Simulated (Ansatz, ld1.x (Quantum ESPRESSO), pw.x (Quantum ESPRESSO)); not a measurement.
## H (Z = 1): does the RRKJ potential hold in the solid?

H, norm-conserving RRKJ (Kleinman–Bylander form), made with ld1.x (Quantum ESPRESSO) 7.5 (PBE, scalar-relativistic). Core none, reference 1s1. Waves: 2p channel at -0.15 Ry: rc 1.28 bohr; 1s (bound): rc 1.38 bohr. Local part: the s channel. Core correction: none.

Atomic tests: cutoffs needed: 18 Ry and 30 Ry (the cutoffs (Ry, on a coarse ladder) from which the occupation-weighted sum of valence levels, in a spherical-Bessel basis at the reference potential, stays within 10 and 1 mRy of its value at 400 Ry); ghost test: no extra level below or beside the all-electron valence levels (p, s, d, f tested) (spherical-Bessel basis up to 400 Ry, 20 bohr box).

Crystal test: diamond H in pw.x 7.5, no spin, 15³ k-points, Fermi–Dirac smearing 0.01 Ry, cutoffs 40/160 Ry. The reference is all-electron LAPW (Ansatz 0.2.0) with the same functional, mesh and smearing; V0 and B0 come from Birch–Murnaghan fits to the pressures at five volumes. Errors are pseudo minus all-electron; Δ is the rms difference of the E(V) curves that follow from these fits, minima aligned, over ±6 % about the mean V0. Mesh and smearing are coarse, so the numbers serve the comparison and aren't converged zero-temperature values; the lattice is a test structure that the element need not adopt.

| V (Å³/atom) | P all-electron (GPa) | P pseudo (GPa) |
| --- | --- | --- |
| 3.256 | 4.83 | 5.82 |
| 3.341 | 2.18 | 3.11 |
| 3.427 | -0.21 | 0.67 |
| 3.513 | -2.36 | -1.53 |
| 3.598 | -4.29 | -3.52 |

All-electron: a0 = 3.013 Å (V0 = 3.42 Å³/atom), B0 = 91.2 GPa.

Pseudopotential: mean pressure error (GPa): +0.88; a0 (Å): 3.023; a0 error (%): +0.32; B0 error (%): -0.8; Δ (meV/atom): 0.7. The largest radius (1.38 bohr) exceeds half the bond length (1.23 bohr), so the spheres overlap, which is one possible source of error among others.

Problem. At the middle volume, how do free energy and pressure move when the wave cutoff is lowered (ecutrho kept at four times it)?

Solution.

```json
{"cutoff (Ry)": "18", "shift of F (meV/atom)": "+119.0", "shift of P (GPa)": "-11.25"}
{"cutoff (Ry)": "24", "shift of F (meV/atom)": "+38.3", "shift of P (GPa)": "-5.82"}
{"cutoff (Ry)": "32", "shift of F (meV/atom)": "+5.4", "shift of P (GPa)": "-1.47"}
```

Input at the middle volume:

```
&control
  calculation='scf', prefix='x', pseudo_dir='./', outdir='./tmp', tstress=.true., disk_io='none'
/
&system
  ibrav=0, nat=2, ntyp=1, ecutwfc=40, ecutrho=160, nbnd=8,
  occupations='smearing', smearing='fd', degauss=0.01
/
&electrons
  conv_thr=1e-09, mixing_beta=0.4, electron_maxstep=70
/
ATOMIC_SPECIES
H 1.0 H.UPF
CELL_PARAMETERS angstrom
  0.00000000 1.50766447 1.50766447
  1.50766447 0.00000000 1.50766447
  1.50766447 1.50766447 0.00000000
ATOMIC_POSITIONS crystal
H 0.0000 0.0000 0.0000
H 0.2500 0.2500 0.2500
K_POINTS automatic
15 15 15 0 0 0
```

```bash
pw.x < H.scf.in > H.scf.out
```

Lines of the output:

```
Message from routine setup:
     using ibrav=0 with symmetry is DISCOURAGED, use correct ibrav instead
     lattice parameter (alat)  =       4.0292  a.u.
     unit-cell volume          =      46.2531 (a.u.)^3
     number of electrons       =         2.00
     number of Kohn-Sham states=            8
     kinetic-energy cutoff     =      40.0000  Ry
     charge density cutoff     =     160.0000  Ry
     scf convergence threshold =      1.0E-09
     Exchange-correlation= PBE
     number of k points=   120  Fermi-Dirac smearing, width (Ry)=  0.0100
     iteration #  1     ecut=    40.00 Ry     beta= 0.40
     total energy              =      -2.21344312 Ry
     estimated scf accuracy    <       0.00519819 Ry
     iteration #  2     ecut=    40.00 Ry     beta= 0.40
     total energy              =      -2.21378118 Ry
     estimated scf accuracy    <       0.00187482 Ry
     iteration #  3     ecut=    40.00 Ry     beta= 0.40
     total energy              =      -2.21380904 Ry
     estimated scf accuracy    <       0.00000123 Ry
     iteration #  4     ecut=    40.00 Ry     beta= 0.40
     total energy              =      -2.21381157 Ry
     estimated scf accuracy    <       0.00000329 Ry
     iteration #  5     ecut=    40.00 Ry     beta= 0.40
     total energy              =      -2.21381173 Ry
     estimated scf accuracy    <          1.7E-09 Ry
     iteration #  6     ecut=    40.00 Ry     beta= 0.40
     the Fermi energy is     2.5961 ev
!    total energy              =      -2.21381174 Ry
     estimated scf accuracy    <          9.6E-10 Ry
     smearing contrib. (-TS)   =      -0.00031897 Ry
     The total energy is F=E-TS. E is the sum of the following terms:
     one-electron contribution =       0.89687570 Ry
     hartree contribution      =       0.12499304 Ry
     xc contribution           =      -1.34464188 Ry
     ewald contribution        =      -1.89071962 Ry
     convergence has been achieved in   6 iterations
          total   stress  (Ry/bohr**3)                   (kbar)     P=        6.66
     Message from routine punch:
     Nothing written, as per user request (disk_io='none')
```

The run at the middle volume (120 k-points, 6 iterations) took about 1.5 s on one core of a shared host (AMD EPYC 9R45, 192 threads, 1484 GiB, load 25).
